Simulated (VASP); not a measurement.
# O (C2/m) in VASP: reference runs, part 2 of 2

VASP 6.6.1. Earlier steps stand in the parts before.

### 6 Equation of state, PBE, 16.94 Å³/atom (volume scaled by 0.98)

Input file INCAR:

```
SYSTEM = O
  PREC = Accurate
  ENCUT = 520
  EDIFF = 1E-7
  ISMEAR = -1
  SIGMA = 0.05
  LREAL = .False.
  LASPH = .True.
  NELM = 100
  ALGO = Normal
  ISIF = 2
  LWAVE = .False.
  LCHARG = .False.
  GGA = PE
  NBANDS = 13
```

Input file KPOINTS:

```
Automatic mesh
0
Gamma
  10 10 7
  0 0 0
```

Input file POSCAR:

```
O
1.0
    2.8322653448     -1.6512584499      0.0000000000
    2.8322653448      1.6512584499      0.0000000000
   -2.3784205071      0.0000000000      3.6225725980
O
2
Direct
    0.9745461700      0.9745461700      0.8444259800
    0.0254538300      0.0254538300      0.1555740200
```

Potentials or basis: VASP PAW PBE potentials, release 64 (O).

On the command line:

```
cat potpaw_PBE.64/O/POTCAR > POTCAR
mpirun -np 1 vasp_std > vasp.out
```

It took 30 s on 1 thread of AMD EPYC 9R45 (Zen 5), shared host; peak memory 0.15 GiB.

The run converged. Its results:

```yaml
Free_energy: -9.0664 eV
Pressure: 1.0 GPa
Largest_force: 1.493 eV/Å
Band_gap_on_the_k_mesh: none (metal or under the smearing width)
```

Caveat: the standard files for N, O and F lose accuracy on very short bonds; spin is off for a triplet molecule; forces of over 1 eV/Å show positions far from the minimum, so gaps and moduli don't describe the material at rest.

### 7 Equation of state, PBE, 17.63 Å³/atom (volume scaled by 1.02)

Input file INCAR:

```
ALGO     = Normal         # electronic algorithm
EDIFF    = 1E-7           # SCF threshold, eV
ENCUT    = 520            # plane-wave cutoff, eV
GGA      = PE             # functional
ISIF     = 2              # what is computed and relaxed
ISMEAR   = -1             # smearing method
LASPH    = True           # aspherical terms in the spheres
LCHARG   = False          # write CHGCAR
LREAL    = False          # projectors in reciprocal space
LWAVE    = False          # write WAVECAR
NBANDS   = 13             # bands
NELM     = 60             # most SCF steps
PREC     = Accurate       # precision mode
SIGMA    = 0.05           # smearing width, eV
```

Input file KPOINTS:

```
k-points
0
Gamma
  10 10 7
```

Input file POSCAR:

```
O
1.0
    2.8702868662     -1.6734256379      0.0000000000
    2.8702868662      1.6734256379      0.0000000000
   -2.4103494245      0.0000000000      3.6712035365
O
2
Direct
    0.9745461700      0.9745461700      0.8444259800
    0.0254538300      0.0254538300      0.1555740200
```

On the command line:

```
cat potpaw_PBE.64/O/POTCAR > POTCAR
mpirun -np 1 vasp_std > vasp.out
```

Run time: 51 s. Hardware: 1 thread of AMD EPYC 9R45 (Zen 5), shared host; peak memory 0.17 GiB.

The run converged. Its results:

```
Free energy            : -9.0673 eV
Pressure               : -1.3 GPa
Largest force          : 0.287 eV/Å
Band gap on the k mesh : none (metal or under the smearing width)
```

Caveat: the standard files for N, O and F lose accuracy on very short bonds; spin is off for a triplet molecule.

### 8 Equation of state, PBE, 17.98 Å³/atom (volume scaled by 1.04)

Input file INCAR:

```
SYSTEM = O
ALGO     = Normal         ! electronic algorithm
EDIFF    = 1E-7           ! SCF threshold, eV
ENCUT    = 520            ! plane-wave cutoff, eV
GGA      = PE             ! functional
ISIF     = 2              ! what is computed and relaxed
ISMEAR   = -1             ! smearing method
LASPH    = .True.         ! aspherical terms in the spheres
LCHARG   = .False.        ! write CHGCAR
LREAL    = .False.        ! projectors in reciprocal space
LWAVE    = .False.        ! write WAVECAR
NBANDS   = 13             ! bands
NELM     = 80             ! most SCF steps
PREC     = Accurate       ! precision mode
SIGMA    = 0.05           ! smearing width, eV
```

Input file KPOINTS:

```
k-points
0
Gamma
  10 10 7
  0 0 0
```

Input file POSCAR:

```
O
1.0
    2.8889256149     -1.6842923427      0.0000000000
    2.8889256149      1.6842923427      0.0000000000
   -2.4260014827      0.0000000000      3.6950431885
O
2
Direct
    0.9745461700      0.9745461700      0.8444259800
    0.0254538300      0.0254538300      0.1555740200
```

On the command line:

```
cat potpaw_PBE.64/O/POTCAR > POTCAR
mpirun -np 1 vasp_std > vasp.out
```

Run time: 51 s. Hardware: 1 thread of AMD EPYC 9R45 (Zen 5), shared host; peak memory 0.18 GiB.

The run converged. Its results:

```
Free energy            : -9.0606 eV
Pressure               : -2.3 GPa
Largest force          : 0.348 eV/Å
Band gap on the k mesh : none (metal or under the smearing width)
```

Caveat: the standard files for N, O and F lose accuracy on very short bonds; spin is off for a triplet molecule.

### 9 Equation of state, PBE, 18.33 Å³/atom (volume scaled by 1.06)

INCAR is that of step 8.

KPOINTS is that of step 8.

Input file POSCAR:

```
O
1.0
    2.9073269111     -1.6950206086      0.0000000000
    2.9073269111      1.6950206086      0.0000000000
   -2.4414541381      0.0000000000      3.7185791300
O
2
Direct
    0.9745461700      0.9745461700      0.8444259800
    0.0254538300      0.0254538300      0.1555740200
```

Potentials or basis: VASP PAW PBE potentials, release 64 (O).

On the command line:

```
cat potpaw_PBE.64/O/POTCAR > POTCAR
mpirun -np 1 vasp_std > vasp.out
```

Run time: 55 s. Hardware: 1 thread of AMD EPYC 9R45 (Zen 5), shared host; peak memory 0.18 GiB.

The run converged. Its results:

* Free energy: -9.0498 eV
* Pressure: -3.2 GPa
* Largest force: 0.845 eV/Å
* Band gap on the k mesh: none (metal or under the smearing width)

Caveat: the standard files for N, O and F lose accuracy on very short bonds; spin is off for a triplet molecule.

### 10 Equation of state, PBE

Potentials or basis: VASP PAW PBE potentials, release 64 (O).

No new run: the results of the series are fitted here.

Results:

| Property | Result |
| --- | --- |
| Equilibrium volume | 17.31 Å³/atom |
| Bulk modulus at fixed shape and positions | 58 GPa |
| Pressure derivative of the bulk modulus | 4.2 |

Energy against volume, from the lowest point:
| volume (Å³/atom) | energy (meV/atom) |
| --- | --- |
| 16.251 | 13.17 |
| 16.596 | 5.76 |
| 16.942 | 1.47 |
| 17.288 | 0.00 |
| 17.634 | 1.06 |
| 17.979 | 4.40 |
| 18.325 | 9.80 |

Caveat: the standard files for N, O and F lose accuracy on very short bonds; spin is off for a triplet molecule; the cell was scaled at fixed shape and fractional positions, which overstates the stiffness of a crystal with free parameters, most of all of layers and chains.

### 11 Summary

| task | cell | gap on the mesh (eV) | pressure (GPa) | largest force (eV/Å) |
| --- | --- | --- | --- | --- |
| single point | as given | none | -0.2 | 0.86 |
| single point | atoms moved at random, drawn with an rms of 0.05 Å | none | -8.8 | 3.52 |
| equation of state | as given | - | - | - |

Alike in all rows: level PBE; potentials or basis VASP PAW PBE potentials, release 64 (O); no spin polarisation; k mesh 10 × 10 × 7; cutoff (eV) 520; smearing fermi-dirac 0.05 eV.

Caveats: spin is off for a triplet molecule; the standard files for N, O and F lose accuracy on very short bonds (some runs); the cell was scaled at fixed shape and fractional positions, which overstates the stiffness of a crystal with free parameters, most of all of layers and chains (some runs).

Total energies depend on the potentials used, so only differences within one code and one set of settings carry meaning.
